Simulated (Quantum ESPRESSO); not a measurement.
The system is K.

```xyz
1
Lattice="-2.6976 2.6976 2.6976 2.6976 -2.6976 2.6976 2.6976 2.6976 -2.6976" Properties=species:S:1:pos:R:3 pbc="T T T"
K     0.0000    0.0000    0.0000
```

- Program: Quantum ESPRESSO 7.5
- Task: single point
- Functional: PBE
- Potentials or basis: SSSP 1.3 efficiency PBE
- Cutoff: 816 eV
- Density cutoff: 6531 eV
- k mesh: 7 × 7 × 7
- Occupations: fermi-dirac, width 0.05 eV
- Spin: no spin polarisation

On this cell: pressure -0.2 GPa; band gap on the k mesh none (metal or under the smearing width).

The same run follows on a disturbed copy (cell strained at random at fixed volume):

```
CELL_PARAMETERS angstrom
-2.62910 2.66761 2.60007
2.71869 -2.74448 2.76653
2.66008 2.77546 -2.67695
ATOMIC_POSITIONS crystal
K 0.99632 0.99168 0.00721
```

Problem. What does the disturbed cell give?

Solution. The energy (extrapolated to zero smearing) moves by +1.4 meV/atom; pressure -0.2 GPa; band gap on the k mesh none (metal or under the smearing width).

Stress tensor (GPa, compression positive):
```
-0.21 -0.04 -0.09
-0.04 -0.20  0.08
-0.09  0.08 -0.22
```
